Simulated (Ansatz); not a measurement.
# Sr: response to a displaced atom

Sr is deformed so: atom 2 (Sr) moved by (0.200, 0.000, 0.000) Å. What stress and forces result, by LAPW, PAW and all-electron datasets made for the crystal?

Program: Ansatz 0.2.0. Level of theory: DFT PBE, scalar-relativistic. These are calculated values, not measurements.

1 further run of the same task is left out (set aside as unsound or not needed).

## Step 1: The starting structure

Symmetry: Fd-3m, No. 227, cubic system. Conventional cell: a = 9.618 Å, b = 9.618 Å, c = 9.618 Å, α = 90.00°, β = 90.00°, γ = 90.00°. Sr (site symmetry -43m) has 4 Sr at 4.16 Å as nearest neighbours.

Coordinates:

```
Sr
1.0
     0.00000    4.80912    4.80912
     4.80912    0.00000    4.80912
     4.80912    4.80912    0.00000
Sr
2
Cartesian
  0.0000 0.0000 0.0000
  2.4046 2.4046 2.4046
```

Atoms are numbered in the order of the input: Sr1, Sr2.

## Step 2: The deformed structure

Space group Fd-3m before, Imma after.

## Step 3: LAPW, all electrons

Contents of input.yaml:

```yaml
crystal:
  lattice:
    - [0.0, 4.8091227721, 4.8091227721]
    - [4.8091227721, 0.0, 4.8091227721]
    - [4.8091227721, 4.8091227721, 0.0]
  atoms:
    - { symbol: Sr, position: [0.0, 0.0, 0.0] }
    - { symbol: Sr, position: [0.2292061869, 0.2707938131, 0.2707938131] }
kpoints:
  mp_grid: { grid: [11, 11, 11] }
scf:
  occupations: { method: fermi_dirac, width: 0.08 }
hamiltonian:
  xc: pbe
  pseudopotentials: { kind: all_electron, lapw: { basis_error: 0.00025 } }
output:
  forces: true
  stress: true
  eigenvalues: true
```

## Step 4: Frozen-core PAW

Edit input.yaml of step 3 so:

```diff
@@ -14,3 +14,3 @@
   xc: pbe
-  pseudopotentials: { kind: all_electron, lapw: { basis_error: 0.00025 } }
+  pseudopotentials: { kind: paw }
 output:
@@ -19 +19,2 @@
   eigenvalues: true
+  efg: { contact_densities: true }
```

## Step 5: Datasets made for this crystal

Edit input.yaml of step 4 so:

```diff
@@ -14,3 +14,3 @@
   xc: pbe
-  pseudopotentials: { kind: paw }
+  pseudopotentials: { kind: all_electron, datasets: crystal }
 output:
```

(Steps that only read results are left out.)

Q: Predict the outcome of this session. Wanted: pressure; largest shear or deviatoric stress; force on Sr2 along the move.

**Answer**, as computed:

| quantity | value |
| --- | --- |
| pressure | LAPW 0.02, PAW 0.02, crystal datasets 0.02 GPa |
| largest shear or deviatoric stress (LAPW) | 0.40 GPa |
| force on Sr2 along the move | -0.159 eV/Å |

In words: The force on Sr2 points against the move, a stiffness of 0.79 eV/Å² with all periodic images moving together. No run of the undeformed cell stands beside it, so the pressure holds what the given cell had before the change. PAW: stress within 0.01 GPa of LAPW, forces within 1 meV/Å. Crystal datasets: stress within 0.01 GPa of LAPW, forces within 1 meV/Å.
